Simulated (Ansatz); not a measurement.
A plane-wave DFT run in Ansatz 0.2.0 (scalar-relativistic PAW potentials unless the input names others): input and command.

```yaml
crystal:
  lattice:
    - [2.566771237, 1.4819260647, 4.6306727824]
    - [-2.566771237, 1.4819260647, 4.6306727824]
    - [0.0, -2.9638521293, 4.6306727824]
  atoms:
    - { symbol: Li, position: [0.2819144595, 0.2819144595, 0.2819144595] }
    - { symbol: Li, position: [0.7819144595, 0.7819144595, 0.7819144595] }
    - { symbol: Nb, position: [7.24513e-05, 7.24513e-05, 7.24513e-05] }
    - { symbol: Nb, position: [0.5000724513, 0.5000724513, 0.5000724513] }
    - { symbol: O, position: [0.1059578052, 0.3644044444, 0.7194658396] }
    - { symbol: O, position: [0.7194658396, 0.1059578052, 0.3644044444] }
    - { symbol: O, position: [0.3644044444, 0.7194658396, 0.1059578052] }
    - { symbol: O, position: [0.2194658396, 0.8644044444, 0.6059578052] }
    - { symbol: O, position: [0.8644044444, 0.6059578052, 0.2194658396] }
    - { symbol: O, position: [0.6059578052, 0.2194658396, 0.8644044444] }
basis:
  ecutwfc: 420
kpoints:
  mp_grid: { grid: [6, 6, 6] }
hamiltonian:
  xc: pbe
scf:
  occupations: { method: gaussian, width: 0.02 }
  algorithm: direct_min
output:
  forces: true
  eigenvalues: true
  stress: true
```

```bash
ansatz run input.yaml --threads 2 --pin off --max-ram 5120MiB --backend cpu --events-out ev --progress --plain --runs-dir out
```

Abridged log:
```
Pseudopotentials: kind: paw
Pseudopotential: Li, paw, valence charge 3, recommended cutoff 420 eV (normal)
Pseudopotential: Nb, paw, valence charge 13, recommended cutoff 420 eV (normal)
Pseudopotential: O, paw, valence charge 6, recommended cutoff 420 eV (normal)
Functional definition: PBE
Crystal: 10 atoms, lattice volume = 105.684 Å³
Basis set: ecut = 420 eV, 2085 PW (Γ), exchange–correlation on 80×80×80 points (8 copies of the dense FFT grid, shifted against one another)
Bands: 44, of which v1, the nominal top of the filled ones, is band 34 counted from 1 (33 counted from 0)
Symmetry: 6 space group operations
Space group: R3c (ITA 161), of the structure as read, at distance tolerance 4.7e-5 Å
k-points: 32 of 216 (time reversal used)
Initial density: superposition of atomic densities (neutral atoms: chi_scale 0, normalization atom), corrected by the library's trained network
Initial wavefunctions: pseudopotential atomic-orbital guess
Functional: x = pbe(κ = 0.804, μ = 0.21951497), c = pbe(β = 0.06672455)
SCF iter   1: F=—  HF=-12929.444094 eV  |F-HF|=—  |Δ(HF+E_count)|=         —  Δρ=1.55e-3  dr2=7.24e-4  ethr=1.77e-3  ⟨swp⟩=6.1  Hψ=6367  notcnv=0
SCF iter   2: F=—  HF=-12929.447131 eV  |F-HF|=—  |Δ(HF+E_count)|=   3.04e-3  Δρ=2.43e-4  dr2=3.88e-5  ethr=5.69e-8  ⟨swp⟩=3.1  Hψ=7219  notcnv=0  defer=10
SCF iter   3: F=—  HF=-12929.447127 eV  |F-HF|=—  |Δ(HF+E_count)|=   4.62e-6  Δρ=5.98e-5  dr2=3.92e-6  ethr=5.69e-8  ⟨swp⟩=3.3  Hψ=3235  notcnv=0  defer=9
SCF iter   4: F=—  HF=-12929.447125 eV  |F-HF|=—  |Δ(HF+E_count)|=   1.51e-6  Δρ=1.53e-5  dr2=1.69e-7  ethr=5.77e-9  ⟨swp⟩=2.2  Hψ=2513  notcnv=0  defer=4
SCF iter   5: F=-12929.447125 eV  HF=-12929.447125 eV  |F-HF|=6.48e-9  |Δ(HF+E_count)|=   2.67e-8  Δρ=3.36e-6  dr2=7.80e-9  ethr=2.48e-10  ⟨swp⟩=3.1  Hψ=3082  notcnv=0  defer=2
SCF 1 converged in 5 iterations: F = -12929.447125 eV  dr2 = 7.80e-9
  Residual-converged pass: ⟨swp⟩=3.0  Hψ=3197  notcnv=0  max |occ|·‖R‖ = 5.9e-6 eV (tolerance 6.7e-6 eV) dr2=8.24e-9  dr2_onsite=8.32e-10  max |Δocc| = 0.0e0
SCF converged after 5 iterations
Stability not checked: this state was not tested for a lower state beside it, because a direct minimisation reached the state, and no test of it is asked (direct_minimisation; see scf.lower_state_search)
Free energy (F): -12929.447125 eV
Harris-Foulkes:  -12929.447125 eV  (|F-HF|=6.48e-9)
Internal energy: -12929.447125 eV  (E = F + TS)
E sigma→0 (E₀):  -12929.447125 eV
Fermi energy:    9.103384 eV
--- Forces (eV/Å), atoms counted from 1 ---
  atom   1  Li     0.00000000     0.00000000    -0.00211865
  atom   2  Li     0.00000000     0.00000000    -0.00211865
  atom   3  Nb     0.00000000     0.00000000     0.00200302
  atom   4  Nb     0.00000000     0.00000000     0.00200302
  atom   5  O      0.00017551    -0.00077790     0.00003430
  atom   6  O      0.00058593     0.00054094     0.00003430
  atom   7  O     -0.00076143     0.00023696     0.00003430
  atom   8  O      0.00076143     0.00023696     0.00003430
  atom   9  O     -0.00017551    -0.00077790     0.00003430
  atom  10  O     -0.00058593     0.00054094     0.00003430
--- Stress (GPa, compression-positive) ---
        3.430178       0.000000       0.000000
        0.000000       3.430178       0.000000
        0.000000       0.000000       3.444662
  P = ⅓ Tr σ = 3.4350 GPa (34.350 kbar)
```

Apart from outputs, empty bands and the relaxation, which only the reference makes, the input differs from a reference run on usual settings in scf.algorithm: not typed → "direct_min". The reference, at the same geometry, ended its own course with pressure 3.43 GPa, largest force 0.002 eV/Å, gap on the mesh 3.59 eV. This run converged in 5 SCF iterations with an energy at zero smearing within 0.01 meV/atom of the reference's, pressure 3.44 GPa, largest force 0.002 eV/Å, gap on the mesh 3.59 eV.

The run took 31 s on 2 threads of Intel(R) Xeon(R) Processor @ 2.50GHz (Skylake/Cascade Lake) (shared host), peak memory 0.61 GiB.